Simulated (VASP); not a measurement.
MoS2: relaxation of cell and atoms with PBE+D3(BJ)

Slab: MoS2, a slab with vacuum.

```
CELL_PARAMETERS angstrom
3.16900 0.00000 0.00000
-1.58450 2.74443 0.00000
0.00000 0.00000 39.61630
ATOMIC_POSITIONS crystal
S 0.33333 0.66667 0.22718
S 0.33333 0.66667 0.30619
S 0.66667 0.33333 0.38272
S 0.66667 0.33333 0.46174
S 0.33333 0.66667 0.53826
S 0.33333 0.66667 0.61728
S 0.66667 0.33333 0.69381
S 0.66667 0.33333 0.77282
Mo 0.66667 0.33333 0.26669
Mo 0.33333 0.66667 0.42223
Mo 0.66667 0.33333 0.57777
Mo 0.33333 0.66667 0.73331
```

- Program: VASP 6.6.1
- Task: relaxation of cell and atoms
- Functional: PBE
- Dispersion: D3(BJ)
- Potentials or basis: VASP PAW PBE potentials, release 64 (S, Mo_sv)
- Cutoff: 600 eV
- k mesh: 12 × 12 × 1
- Occupations: gaussian, width 0.03 eV
- Spin: no spin polarisation
- Further INCAR settings: ALGO = Normal; EDIFF = 1e-06; IBRION = 2; EDIFFG = -0.01; NSW = 90; ISIF = 3

* Relaxed volume: 28.35 Å³/atom
* Relaxed cell: a = 3.149 Å, b = 3.149 Å, c = 39.616 Å, α = 90.00°, β = 90.00°, γ = 120.00°
* Space group after relaxing (to 0.05 Å): P-3m1 (No. 164)
* Energy gained by relaxing: 2.1 meV/atom
* Ionic steps: 42
* Largest force after relaxing: 0.010 eV/Å
* Band gap on the k mesh: 0.95 eV, indirect (least direct gap 1.73 eV)
* Dispersion energy per atom: -0.406 eV

Forces in eV/Å, atoms in the order of the input:
```
S    0.000  0.000  0.008
S    0.000  0.000  0.002
S    0.000  0.000 -0.004
S    0.000  0.000  0.010
S    0.000  0.000 -0.010
S    0.000  0.000  0.004
S    0.000  0.000 -0.002
S    0.000  0.000 -0.008
Mo   0.000  0.000 -0.005
Mo   0.000  0.000 -0.002
Mo   0.000  0.000  0.002
Mo   0.000  0.000  0.005
```

The path:
```tsv
step	energy change (eV)	largest force (eV/Å)	pressure (GPa)	volume (Å³)
1	0.0000	0.0779	-1.14	344.55
3	-0.0152	0.0902	-0.06	340.80
5	-0.0168	0.0195	-0.17	340.05
7	-0.0168	0.0183	-0.16	340.10
9	-0.0168	0.0182	-0.14	339.99
11	-0.0170	0.0350	-0.07	339.75
13	-0.0171	0.0320	-0.07	339.77
15	-0.0177	0.0205	-0.10	339.81
17	-0.0196	0.0357	-0.19	339.97
19	-0.0208	0.0802	-0.30	340.17
21	-0.0219	0.0658	-0.18	339.95
23	-0.0225	0.0423	-0.03	339.77
25	-0.0229	0.0205	-0.04	340.25
27	-0.0230	0.0368	-0.04	340.35
29	-0.0231	0.0306	-0.04	340.44
31	-0.0234	0.0289	-0.06	340.83
33	-0.0238	0.0399	-0.01	340.65
35	-0.0239	0.0920	0.21	339.80
37	-0.0243	0.0600	0.10	340.18
39	-0.0249	0.0114	0.01	340.16
41	-0.0249	0.0119	0.00	340.15
42	-0.0249	0.0096	0.00	340.15
```

Final structure:
```xyz
12
Lattice="3.1487 0.0000 0.0000 -1.5744 2.7269 0.0000 0.0000 0.0000 39.6163" Properties=species:S:1:pos:R:3 pbc="T T T"
S     0.0000    1.8179    9.1421
S     0.0000    1.8179   12.2767
S     1.5744    0.9090   15.2105
S     1.5744    0.9090   18.3412
S     0.0000    1.8179   21.2751
S     0.0000    1.8179   24.4058
S     1.5744    0.9090   27.3395
S     1.5744    0.9090   30.4742
Mo    1.5744    0.9090   10.7104
Mo    0.0000    1.8179   16.7760
Mo    1.5744    0.9090   22.8403
Mo    0.0000    1.8179   28.9059
```

Levels at points of the mesh, in eV from the valence-band top:
```tsv
k point	band 49	band 50	band 51	band 52	band 53	band 54	band 55	band 56
(0.00, 0.00, 0.00)	-1.04	-0.52	-0.19	0.00	2.17	2.17	2.18	2.18
(0.50, 0.00, 0.00)	-1.38	-1.33	-1.29	-1.27	1.70	1.72	1.74	1.75
```

It took 42 min on 1 × NVIDIA H100 80GB with 1 thread of AMD EPYC 7R13 Processor (Zen 3), with other jobs on the host, peak memory 1.7 GiB.

A hybrid or GW would open this gap; PBE tends to underestimate it.
